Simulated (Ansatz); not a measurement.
Method: DFT PBE, scalar-relativistic, plane waves, PAW in Ansatz 0.2.0. Settings: cutoff 420 eV, Γ-centred meshes spaced at most about 0.3 Å⁻¹, and about 0.25 Å⁻¹ or finer for metals (2π included), Gaussian smearing. No spin polarisation in the final relaxations.

Temperature and zero-point effects are left out.

Two forms of SnGe4 were relaxed alike.

A.

```xyz
5
Lattice="-3.8120 3.8120 1.8329 3.8120 -3.8120 1.8329 3.8120 3.8120 -1.8329" Properties=species:S:1:pos:R:3 pbc="T T T"
Sn    0.0000    0.0000    0.0000
Ge    0.9203    2.5997    1.8329
Ge    2.8917    1.2123    0.0000
Ge    1.2123    4.7323    0.0000
Ge    2.5997   -0.9203    1.8329
```

B.

```xyz
5
Lattice="1.5963 0.9216 12.1516 -1.5963 0.9216 12.1516 0.0000 -1.8432 12.1516" Properties=species:S:1:pos:R:3 pbc="T T T"
Sn    0.0000    0.0000    0.0000
Ge    0.0000    0.0000   21.6290
Ge    0.0000    0.0000    7.2608
Ge    0.0000    0.0000   29.1942
Ge    0.0000    0.0000   14.8259
```

Question: Which is lower in energy, and by how much?

Answer: A is lower, by 45 meV/atom. A has space group I4/m (No. 87), 21.3 Å³/atom and no gap on its mesh; B has Sn and Ge ordered on fcc sites, space group R-3m (No. 166), 21.5 Å³/atom and no gap. Counting Ge atoms around Sn (those within 1.25 times the shortest such distance or 1.15 times the sum of covalent radii; the shortest distance is added where it is long for a bond), A has Sn 12 from 3.1 Å and B has Sn 6 from 3.2 Å. Even the lower one lies +0.26 eV/atom against the reference forms of the elements (uncorrected), so neither is stable at this level. In A, around Sn lie 12 Ge at 3.14–3.31 Å and 2 Sn at 3.67 Å; Ge is surrounded by 4 Ge at 2.83 Å, 3 Ge at 3.03–3.04 Å and 3 Sn at 3.14–3.31 Å. In B, around Sn lie 6 Sn at 3.19 Å and 6 Ge at 3.25 Å; Ge on its first site is surrounded by 3 Ge at 2.88 Å, 6 Ge at 3.19 Å and 3 Sn at 3.25 Å; around Ge on its second site lie 6 Ge at 2.88–3.00 Å and 6 Ge at 3.19 Å. Both come from invented guesses. A third cell relaxed alike, in C2/m, lies 74 meV/atom below the lower of the two.

Cells relaxed within their symmetry can be saddle points.
